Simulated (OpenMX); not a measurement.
The system is CaSe.

```
Se Ca
1.0
     0.00000    2.95600    2.95600
     2.95600    0.00000    2.95600
     2.95600    2.95600    0.00000
Se Ca
1 1
Direct
  0.50000 0.50000 0.50000
  0.00000 0.00000 0.00000
```

Base run:

```yaml
Program: OpenMX 3.8.5
Functional: PBE
Potentials_or_basis: OpenMX 2013 PBE set, Se7.0-s3p2d2f1, Ca9.0-s3p2d2, grid cutoff 300 Ry
k_mesh: 9 × 9 × 9
Occupations: fermi-dirac, width 0.05 eV
Spin: no spin polarisation
```

Its results: band gap on the k mesh 1.97 eV, indirect (least direct gap 2.90 eV); pressure 1.6 GPa.

**Question.** The run is repeated on the same cell with these changes: potentials or basis from OpenMX 2013 PBE set, Se7.0-s3p2d2f1, Ca9.0-s3p2d2, grid cutoff 300 Ry to OpenMX 2013 PBE set, Se7.0-s3p2d1, Ca9.0-s3p2, grid cutoff 300 Ry. What comes out?

**Answer.** Band gap on the k mesh 3.08 eV, direct; pressure 7.7 GPa.

Caveats: the basis of atomic orbitals isn't converged, which shifts pressures, moduli and gaps.
